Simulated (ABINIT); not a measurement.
Input of an ABINIT 10.8.3 (patched build) run:

File run.abi:

```
# Pseudopotentials
pp_dirpath "./"
pseudos "Ta.GGA_PBE-JTH.xml"

# Structure
structure "poscar:POSCAR"
natom 2
chkprim 0
chksymtnons 0
tolsym 1.0e-6

# Plane-wave basis
ecut 517.016339 eV
pawecutdg 38.0
pawxcdev 0
pawovlp -1

# k points
kptopt 1
ngkpt 8 8 8
nshiftk 1
shiftk 0.0 0.0 0.0

# Exchange and correlation
ixc 11

# Bands and occupations
nband 17
occopt 3
tsmear 0.00183747

# SCF cycle
nstep 100
tolvrs 1.0e-9

# Output
iomode 3
prtwf 0
prtden 0
prteig 0
prtebands 0
enunit 2
```

POSCAR

```
Ta
1.0
    0.0000000000     -3.3025600000      0.0000000000
   -3.3025600000      0.0000000000      0.0000000000
    0.0000000000      0.0000000000     -3.3025600000
Ta
2
Direct
    0.5946212400      0.4298517200      0.3880863600  Ta
    0.9053787600      0.0701482800      0.1119136400  Ta
```

Potentials or basis: JTH PAW PBE v2.0.

The run is started by

```console
$ abinit run.abi > log 2>&1
```

Problem. Predict the band gap on the k mesh.

Solution. None (metal or under the smearing width).

Problem. What does it give for the largest force?

Solution. 30.089 eV/Å.

Problem. What does it give for the pressure?

Solution. 91.8 GPa.

Stress tensor (GPa, compression positive):
```
135.22 -65.76  62.56
-65.76  80.66 -54.26
 62.56 -54.26  59.67
```

Caveat: the atomic spheres overlap; a pressure of tens of GPa on the cell as given is suspect, and the run, the potentials or the cell itself is likely at fault; forces of over 1 eV/Å show positions far from the minimum, so gaps and moduli don't describe the material at rest. Spin-orbit coupling is left out, which matters for the levels of Ta.
